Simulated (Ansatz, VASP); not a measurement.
# One calculation of CsH, two programs

Contents of INCAR:

```
SYSTEM = CsH
PREC     = Accurate       ! precision mode
ENCUT    = 520            ! plane-wave cutoff, eV
EDIFF    = 1E-6           ! SCF threshold, eV
ISMEAR   = 0              ! smearing method
SIGMA    = 0.05           ! smearing width, eV
LREAL    = .False.        ! projectors in reciprocal space
LASPH    = .True.         ! aspherical terms in the spheres
NELM     = 100            ! most SCF steps
ALGO     = Normal         ! electronic algorithm
ISIF     = 2              ! what is computed and relaxed
LWAVE    = .False.        ! write WAVECAR
LCHARG   = .False.        ! write CHGCAR
GGA      = PS             ! functional
NBANDS   = 12             ! bands
```

The input KPOINTS:

```
regular mesh
0
Gamma
  4 4 4
  0 0 0
```

POSCAR

```
CsH
1.0
    0.0000000000      3.4559386950      3.4559386950
    3.4559386950      0.0000000000      3.4559386950
    3.4559386950      3.4559386950      0.0000000000
Cs H
1 1
Direct
    0.0000000000      0.0000000000      0.0000000000
    0.2500000000      0.2500000000      0.2500000000
```

Input for Ansatz:

```yaml
crystal:
  lattice:
    - [0.0, 3.455938695, 3.455938695]
    - [3.455938695, 0.0, 3.455938695]
    - [3.455938695, 3.455938695, 0.0]
  atoms:
    - { symbol: Cs, position: [0.0, 0.0, 0.0] }
    - { symbol: H, position: [0.25, 0.25, 0.25] }
basis:
  ecutwfc: 420
kpoints:
  mp_grid: { grid: [4, 4, 4] }
hamiltonian:
  xc: pbesol
scf:
  occupations: { method: gaussian, width: 0.05 }
output:
  forces: true
  stress: true
  eigenvalues: true
```

The cell comes from a database or a generator and needn't be the stable form of this composition.

Alike in both runs: task single point; functional PBEsol; k mesh 4 × 4 × 4; occupations gaussian, width 0.05 eV; no spin polarisation.

|  | VASP | Ansatz |
| --- | --- | --- |
| version | VASP 6.6.1 | Ansatz 0.2.0 |
| potentials or method | VASP PAW PBE potentials, release 64 (Cs_sv, H) | scalar-relativistic, plane waves, PAW |
| plane-wave cutoff (eV) | 520 | 420 |
| valence electrons in the cell | 10 | 10 |

VASP gave:

- gap on the k mesh at the Fermi level (eV): 2.74
- least direct gap on the mesh (eV): 2.79
- pressure (GPa): -0.2

Task: Estimate Ansatz's values.

Result: gap on the k mesh at the Fermi level (eV): 2.75; least direct gap on the mesh (eV): 2.80; pressure (GPa): -0.2.

The functional is the same, so the differences come from potentials, cutoffs and numerics.

Caveats: the PAW data sets were made with another functional, which shifts forces and pressure a little (VASP); spin-orbit coupling is left out, which moves the levels of the heavy elements. Expect the measured gap to be larger: semilocal functionals such as PBEsol lack the derivative discontinuity. A k mesh can miss the band edges.
